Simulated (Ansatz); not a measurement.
# Zn (reference phase): the cost of one run

Method: DFT PBEsol, with the methods named in each step, in Ansatz 0.2.0.

## (1) The starting structure

It takes space group P6_3/mmc (No. 194, hexagonal). The conventional cell has a = 2.665 Å, b = 2.665 Å, c = 4.947 Å, α = 90.00°, β = 90.00°, γ = 120.00°. Zn (site symmetry -6m2) is surrounded by 12 Zn at 2.66 to 2.91 Å.

Coordinates:

```cif
data_structure
_symmetry_space_group_name_H-M 'P 1'
_symmetry_Int_Tables_number 1
_cell_length_a 2.6648
_cell_length_b 2.6648
_cell_length_c 4.9467
_cell_angle_alpha 90.000
_cell_angle_beta 90.000
_cell_angle_gamma 120.000
_cell_volume 30.42
loop_
_atom_site_label
_atom_site_type_symbol
_atom_site_fract_x
_atom_site_fract_y
_atom_site_fract_z
_atom_site_occupancy
Zn1 Zn 0.33333 0.66667 0.25000 1
Zn2 Zn 0.66667 0.33333 0.75000 1
```

Atoms are numbered in the order of the input: Zn1, Zn2.

## (2) Relaxed, PAW

input.yaml

```yaml
crystal:
  lattice:
    - [2.6648, 0.0, 0.0]
    - [-1.3324, 2.307784496, 0.0]
    - [0.0, 0.0, 4.9467]
  atoms:
    - { symbol: Zn, position: [0.3333333333, 0.6666666667, 0.25] }
    - { symbol: Zn, position: [0.6666666667, 0.3333333333, 0.75] }
kpoints:
  mp_grid: { grid: [22, 22, 10] }
scf:
  occupations: { method: fermi_dirac, width: 0.05 }
hamiltonian:
  xc: pbesol
  pseudopotentials: { kind: paw }
output:
  forces: true
  stress: true
  write_density: true
  write_potential: true
  elf: true
  volumetric_format: npy
relax:
  f_tol: 0.003
  max_steps: 80
  cell: {}
```

Run with:

```console
> ansatz run input.yaml --threads 1 --pin off --max-ram 3072MiB --backend cpu --events-out ev --progress --plain --runs-dir out
```

Q: Estimate wall time and peak memory on 1 thread of Arm Neoverse V2, shared host.

About 44 s, with a peak of 0.42 GiB.
